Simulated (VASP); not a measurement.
# CaSe (Fm-3m) in VASP: further runs, part 2 of 2

VASP 6.6.1. The steps go on from the part before.

### 5 Single point, LDA

This run uses another cell than the first one, of 25.83 Å³/atom, 1.020 times its volume.

Input file INCAR:

```
ALGO     = Normal         # electronic algorithm
EDIFF    = 1E-6           # SCF threshold, eV
ENCUT    = 520            # plane-wave cutoff, eV
GGA      = CA             # functional
ISIF     = 2              # what is computed and relaxed
ISMEAR   = -1             # smearing method
LASPH    = T              # aspherical terms in the spheres
LCHARG   = F              # write CHGCAR
LREAL    = F              # projectors in reciprocal space
LWAVE    = F              # write WAVECAR
NBANDS   = 15             # bands
NELM     = 100            # most SCF steps
PREC     = Accurate       # precision mode
SIGMA    = 0.05           # smearing width, eV
```

Input file KPOINTS:

```
k-points
0
Gamma
  8 8 8
```

Input file POSCAR:

```
CaSe
1.0
    0.0000000000      2.9560000000      2.9560000000
    2.9560000000      0.0000000000      2.9560000000
    2.9560000000      2.9560000000      0.0000000000
Se Ca
1 1
Direct
    0.5000000000      0.5000000000      0.5000000000
    0.0000000000      0.0000000000      0.0000000000
```

Potentials or basis: VASP PAW LDA potentials, release 64 (Se, Ca_sv).

Launch:

```sh
> cat potpaw_LDA.64/Se/POTCAR potpaw_LDA.64/Ca_sv/POTCAR > POTCAR
> mpirun -np 1 vasp_std > vasp.out
```

OUTCAR:

```text
EDIFF = 1E-6
   ENCUT = 520
   GGA = CA
   ISIF = 2
   ISMEAR = -1
   LASPH = T
   LREAL = F
   NELM = 100
   PREC = Accurate

 ion  position               nearest neighbor table
   1  0.500  0.500  0.500-   2 2.96   2 2.96   2 2.96   2 2.96   2 2.96   2 2.96
   2  0.000  0.000  0.000-   1 2.96   1 2.96   1 2.96   1 2.96   1 2.96   1 2.96

  LATTYP: Found a face centered cubic cell.
 ALAT       =     5.9120000000

  Lattice vectors:

[... 615 lines left out ...]

 [... further k-points ...]

------------------------ aborting loop because EDIFF is reached ----------------------------------------

  FORCE on cell =-STRESS in cart. coord.  units (eV):
  Direction    XX          YY          ZZ          XY          YZ          ZX
  --------------------------------------------------------------------------------------
  -------------------------------------------------------------------------------------
  Total       -0.9327536     -0.9327536     -0.9327536      0.0000000      0.0000000      0.0000000
  in kB      -28.9290553    -28.9290553    -28.9290553      0.0000000      0.0000000      0.0000000
  external PRESSURE =     -28.9290553 kB  Pullay stress =       0.0000000 kB

 VOLUME and BASIS-vectors are now :
 -----------------------------------------------------------------------------
  energy-cutoff  :      520.00
  volume of cell :       51.66
      direct lattice vectors                 reciprocal lattice vectors
     0.000000000  2.956000000  2.956000000    -0.169147497  0.169147497  0.169147497
     2.956000000  0.000000000  2.956000000     0.169147497 -0.169147497  0.169147497
     2.956000000  2.956000000  0.000000000     0.169147497  0.169147497 -0.169147497

 POSITION                                       TOTAL-FORCE (eV/Angst)
 -----------------------------------------------------------------------------------
      2.95600      2.95600      2.95600        -0.000000     -0.000000      0.000000
      0.00000      0.00000      0.00000         0.000000      0.000000      0.000000
 -----------------------------------------------------------------------------------
    total drift:                                0.000000     -0.000000     -0.000000

  FREE ENERGIE OF THE ION-ELECTRON SYSTEM (eV)
  ---------------------------------------------------
  free  energy   TOTEN  =       -10.5571962910 eV

  energy  without entropy=      -10.5571962908  energy(sigma->0) =      -10.55719629
```

OSZICAR:

```text
N       E                     dE             d eps       ncg     rms          rms(c)
DAV:   1     0.105682661950E+03    0.10568E+03   -0.74411E+03   870   0.981E+02
DAV:   2    -0.628744943067E+01   -0.11197E+03   -0.10622E+03  1073   0.243E+02
DAV:   3    -0.105736326170E+02   -0.42862E+01   -0.42480E+01  1182   0.457E+01
DAV:   4    -0.107532667829E+02   -0.17963E+00   -0.17955E+00  1192   0.798E+00
DAV:   5    -0.107541015985E+02   -0.83482E-03   -0.83468E-03  1181   0.622E-01    0.441E+00
DAV:   6    -0.105859759354E+02    0.16813E+00   -0.19689E-01  1017   0.237E+00    0.257E+00
DAV:   7    -0.105588859501E+02    0.27090E-01   -0.81093E-02  1134   0.186E+00    0.810E-01
DAV:   8    -0.105572451509E+02    0.16408E-02   -0.92571E-03   989   0.764E-01    0.108E-01
DAV:   9    -0.105571894489E+02    0.55702E-04   -0.62956E-04  1086   0.251E-01    0.428E-02
DAV:  10    -0.105571953481E+02   -0.58992E-05   -0.11333E-04  1031   0.643E-02    0.168E-02
DAV:  11    -0.105571968596E+02   -0.15115E-05   -0.10909E-05  1061   0.294E-02    0.738E-03
DAV:  12    -0.105571962910E+02    0.56856E-06   -0.84731E-07   640   0.592E-03
   1 F= -.10557196E+02 E0= -.10557196E+02  d E =-.209026E-09
```

Run time: 9.8 s. Hardware: 1 thread of Intel Xeon Platinum 8488C (Sapphire Rapids), shared host; peak memory 0.16 GiB.

What came out:

```yaml
Free_energy: -10.5572 eV
Pressure: -2.9 GPa
Band_gap_on_the_k_mesh: 1.86 eV, indirect (least direct gap 2.80 eV)
```

Levels at points of the mesh, in eV from the valence-band top:
| k point | band 5 | band 6 | band 7 | band 8 | band 9 | band 10 | band 11 | band 12 |
| --- | --- | --- | --- | --- | --- | --- | --- | --- |
| (0.00, 0.00, 0.00) | -11.84 | 0.00 | 0.00 | 0.00 | 3.11 | 3.54 | 3.54 | 3.54 |
| (0.50, 0.00, 0.00) | -11.13 | -3.35 | -1.23 | -1.23 | 4.37 | 5.33 | 5.35 | 5.35 |
| (0.50, 0.50, 0.00) | -11.26 | -2.55 | -0.94 | -0.94 | 1.86 | 4.85 | 4.93 | 5.90 |

### 6 Single point, PBEsol

This run uses another cell than the first one, of 25.83 Å³/atom, 1.020 times its volume.

Input file INCAR:

```
PREC = Accurate ; ENCUT = 520
EDIFF = 1E-6 ; ISMEAR = -1
SIGMA = 0.05 ; LREAL = F
LASPH = T ; NELM = 60
ALGO = Normal ; ISIF = 2
LWAVE = F ; LCHARG = F
GGA = PS ; NBANDS = 15
```

Input file KPOINTS:

```
Automatic mesh
0
Gamma
  6 6 6
```

POSCAR is that of step 5.

Potentials or basis: VASP PAW PBE potentials, release 64 (Se, Ca_sv).

Launch:

```sh
> cat potpaw_PBE.64/Se/POTCAR potpaw_PBE.64/Ca_sv/POTCAR > POTCAR
> mpirun -np 1 vasp_std > vasp.out
```

Wall time 11 s (1 thread of Intel Xeon Platinum 8375C at 2.90GHz (Ice Lake), shared host); peak memory 0.17 GiB.

It converged, with:

```
Free energy            : -10.0707 eV
Pressure               : -0.9 GPa
Band gap on the k mesh : 1.92 eV, indirect (least direct gap 2.87 eV)
```

Levels at points of the mesh, in eV from the valence-band top:
```
           k point  band 6  band 7  band 8  band 9  band 10  band 11
(0.00, 0.00, 0.00)    0.00    0.00    0.00    3.19     3.65     3.65
(0.50, 0.00, 0.00)   -3.34   -1.22   -1.22    4.38     5.45     5.49
(0.50, 0.50, 0.00)   -2.56   -0.95   -0.95    1.92     4.94     5.04
```

Caveat: the PAW data sets were made with another functional, which shifts forces and pressure a little.

### 7 Overview

```csv
level,potentials or basis,cell,k mesh,gap on the mesh (eV),pressure (GPa)
PBE,"VASP PAW PBE potentials, release 64 (Se, Ca_sv)","a = 4.152 Å, angles 60.0°, 2 atoms",8 × 8 × 8,1.97,2.5
PBE,"VASP PAW PBE potentials, release 64 (Se, Ca_sv)","a = 4.262 Å, angles 60.0°, 2 atoms",8 × 8 × 8,2.15,-1.4
r2SCAN,"VASP PAW PBE potentials, release 64 (Se, Ca_sv)","a = 4.180 Å, angles 60.0°, 2 atoms",8 × 8 × 8,2.49,0.9
LDA,"VASP PAW LDA potentials, release 64 (Se, Ca_sv)","a = 4.180 Å, angles 60.0°, 2 atoms",8 × 8 × 8,1.86,-2.9
PBEsol,"VASP PAW PBE potentials, release 64 (Se, Ca_sv)","a = 4.180 Å, angles 60.0°, 2 atoms",6 × 6 × 6,1.92,-0.9
```

Alike in all rows: task single point; no spin polarisation; cutoff (eV) 520; smearing fermi-dirac 0.05 eV.

Caveats: the PAW data sets were made with another functional, which shifts forces and pressure a little (some runs).

Absolute energies hang on the potentials; compare differences alone.

### 8 Comparison with measurements

Step 2. A measured gap of CaSe is 3.85 eV (indirect; 2 K; a printed reference work, monograph, original work of 1988); the calculated 1.97 eV misses it by -1.88 eV. Spin-orbit coupling on Se is left out. The value is that of PBE on a finite k mesh, which can miss the band edges, without temperature or zero-point motion. Semilocal functionals fall short of measured gaps as a rule.

Step 3. Measured gap of CaSe: 3.85 eV (indirect; 2 K; a printed reference work, monograph, original work of 1988). This calculation gives 2.15 eV (-1.70 eV). Spin-orbit coupling on Se is left out. The value is that of PBE on a finite k mesh, which can miss the band edges, without temperature or zero-point motion. Semilocal functionals fall short of measured gaps as a rule.

Step 4. Measured gap of CaSe: 3.85 eV (indirect; 2 K; a printed reference work, monograph, original work of 1988). This calculation gives 2.49 eV (-1.36 eV). Spin-orbit coupling on Se is left out. The value is that of r2SCAN on a finite k mesh, which can miss the band edges, without temperature or zero-point motion.

Step 5. Against the measured gap of CaSe, 3.85 eV (indirect; 2 K; a printed reference work, monograph, original work of 1988), the calculated 1.86 eV is off by -1.99 eV. So large a miss can be the level of theory's own, or it may mean another phase, state or a wrong row. Spin-orbit coupling on Se is left out. The value is that of LDA on a finite k mesh, which can miss the band edges, without temperature or zero-point motion. Semilocal functionals fall short of measured gaps as a rule.

Step 6. A measured gap of CaSe is 3.85 eV (indirect; 2 K; a printed reference work, monograph, original work of 1988); the calculated 1.92 eV misses it by -1.93 eV. So large a miss can be the level of theory's own, or it may mean another phase, state or a wrong row. Spin-orbit coupling on Se is left out. The value is that of PBEsol on a finite k mesh, which can miss the band edges, without temperature or zero-point motion. Semilocal functionals fall short of measured gaps as a rule.
